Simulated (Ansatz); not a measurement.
Computed with DFT PBE, scalar-relativistic, plane waves, PAW in Ansatz. Settings: cutoff 420 eV, Γ-centred meshes spaced at most about 0.3 Å⁻¹, and about 0.25 Å⁻¹ or finer for metals (2π included), Gaussian smearing. No spin polarisation in the final relaxations.

All energies are static (0 K, no zero-point motion). All come from trial cells, and lower structures may exist.

Question: Order these relaxed structures of SiC₅ by energy, lowest first, with the energy over the lowest of them.
1. Space group P-6m2 (No. 187), hexagonal, a = 2.518 Å, c = 8.001 Å. Si has 2 C at 2.00 Å and 6 Si at 2.52 Å; around C on a site of symmetry 3m lie 3 C at 1.54 Å and 1 Si at 2.00 Å; C on a second site of symmetry 3m has 4 C at 1.48–1.54 Å; around C on a site of symmetry -6m2 lie 2 C at 1.48 Å.
2. Space group P-62m (No. 189), hexagonal, a = 4.650 Å, c = 4.563 Å. Si is surrounded by 3 C at 1.77 Å; around C on a site of symmetry m2m lie 2 C at 1.45 Å and 1 Si at 1.77 Å; around C on a site of symmetry -6 lie 3 C at 1.45 Å.
3. Space group P6/mmm (No. 191), hexagonal, a = 2.440 Å, c = 16.839 Å. Around Si lie 6 Si at 2.44 Å; C on a site of symmetry 6/mmm has 6 C at 2.44 Å (long contacts); around C on a site of symmetry 3m lie 3 C at 1.41 Å.
4. Space group P6/mmm (No. 191), hexagonal, a = 3.284 Å, c = 8.555 Å. Around Si lie 2 C at 1.72 Å; around C on a site of symmetry 6mm lie 2 C at 1.27–1.29 Å; C on a site of symmetry 6/mmm has 2 C at 1.29 Å; C on a second site of symmetry 6mm has 1 C at 1.27 Å and 1 Si at 1.72 Å.

Answer: 2 (0 meV/atom), 1 (386 meV/atom), 3 (703 meV/atom), 4 (907 meV/atom). Forms: 2 P-62m; 1 P-6m2; 3 P6/mmm; 4 P6/mmm. Counting C atoms around Si (those within 1.25 times the shortest such distance or 1.15 times the sum of covalent radii; a plus sign parts nearer from farther groups; the shortest distance is added where it is long for a bond): cell 2 has Si 3; cell 1 has Si 2; cell 3 has Si 12+12 from 4.6 Å; cell 4 has Si 2. Cell 2 holds C–C nets (shortest 1.45 Å); cell 1 holds Si–Si nets (shortest 2.52 Å) and C–C nets (shortest 1.48 Å); cell 3 holds Si–Si nets (shortest 2.44 Å) and C–C nets (shortest 1.41 Å); cell 4 holds C–C units of three or more atoms (shortest 1.27 Å). Even the lowest lies +0.39 eV/atom against the elements.

Weakly bound directions are ill-defined at this level, which has no dispersion term (P-62m, P6/mmm at 14.5 Å³/atom, P6/mmm at 13.3 Å³/atom), and this can change margins and order among such cells. Cells relaxed within their symmetry can be saddle points. Some candidate types were left out of the draw beforehand, so a known form may be missing.
